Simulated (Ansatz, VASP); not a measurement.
## Two plane-wave programs on Sb

INCAR

```
  ALGO = Normal
  EDIFF = 1E-7
  ENCUT = 520
  GGA = PE
  ISIF = 2
  ISMEAR = 0
  LASPH = True
  LCHARG = False
  LREAL = False
  LWAVE = False
  NBANDS = 12
  NELM = 60
  PREC = Accurate
  SIGMA = 0.1
```

KPOINTS

```
k-points
0
Gamma
  15 15 8
```

POSCAR

```
Sb
1.0
    3.1528788180      0.0000000000      0.0000000000
   -1.5764394090      2.7304731514      0.0000000000
    0.0000000000      0.0000000000      5.4677805000
Sb
2
Direct
    0.3333333333      0.6666666667      0.2500000000
    0.6666666667      0.3333333333      0.7500000000
```

Input for Ansatz:

```yaml
crystal:
  lattice:
    - [3.152878818, 0.0, 0.0]
    - [-1.576439409, 2.7304731514, 0.0]
    - [0.0, 0.0, 5.4677805]
  atoms:
    - { symbol: Sb, position: [0.3333333333, 0.6666666667, 0.25] }
    - { symbol: Sb, position: [0.6666666667, 0.3333333333, 0.75] }
basis:
  ecutwfc: 420
kpoints:
  mp_grid: { grid: [15, 15, 8] }
hamiltonian:
  xc: pbe
scf:
  occupations: { method: gaussian, width: 0.1 }
output:
  forces: true
  stress: true
  eigenvalues: true
```

Alike in both runs: task single point; functional PBE; k mesh 15 × 15 × 8; occupations gaussian, width 0.1 eV; no spin polarisation.

```csv
,VASP,Ansatz
version,VASP 6.6.1,Ansatz 0.2.0
potentials or method,"VASP PAW PBE potentials, release 64 (Sb)","scalar-relativistic, plane waves, PAW"
plane-wave cutoff (eV),520,420
valence electrons in the cell,10,30
```

```csv
,VASP,Ansatz,Ansatz less VASP
gap on the k mesh at the Fermi level (eV),none,none,-
pressure (GPa),13.2,13.3,+0.10
largest component of the traceless stress (GPa),4.57,4.53,-0.035
```

A gap of «none» marks a metal or a gap that the smearing closes. The two sets of potentials don't hold the same shells in valence.

The runs have no spin-orbit coupling, so splittings on Sb are missing.
